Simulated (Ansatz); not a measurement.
Runs of Ansatz 0.2.0 on Na. The structure is cubic, space group Im-3m (No. 229). Conventional cell: a = 4.282 Å, b = 4.282 Å, c = 4.282 Å, α = 90.00°, β = 90.00°, γ = 90.00°. Na (site symmetry m-3m) has 8 Na at 3.71 Å as nearest neighbours. 

| task | level | potentials or basis | spin | cell | k mesh | cutoff (eV) | smearing | basis error allowed | mesh quality | gap on the mesh (eV) | pressure (GPa) |
| --- | --- | --- | --- | --- | --- | --- | --- | --- | --- | --- | --- |
| single point | PBE | all-electron LAPW, scalar-relativistic | off | as given | 9 × 9 × 9 | 75 | fermi-dirac 0.05 eV | 0.001 eV/atom | not flagged | none | -0.4 |
| single point | LDA | all-electron LAPW, scalar-relativistic | off | the cell as VASP's run set it | 9 × 9 × 9 | 75 | gaussian 0.05 eV | 0.001 eV/atom | not flagged | none | -1.1 |
| single point | PBE | all-electron LAPW, scalar-relativistic | off | as given | 5 × 5 × 5 | 66 | fermi-dirac 0.04 eV | 0.002 eV/atom | coarse | none | -0.4 |
| single point | PBE+D3(BJ) | all-electron PAW datasets made for the crystal | collinear, ferromagnetic start | as given | 9 × 9 × 9 | 160 | gaussian 0.025 eV | - | not flagged | none | (a) |

Fill in the values left out.

(a) -1.0.

Caveats: some runs use coarse meshes; pairwise dispersion overbinds metals, which lowers pressure and volume (some runs).

A k mesh can miss the band edges.

A gap of «none» marks a metal or a gap under the smearing width.

Not every run made on this cell is shown here.
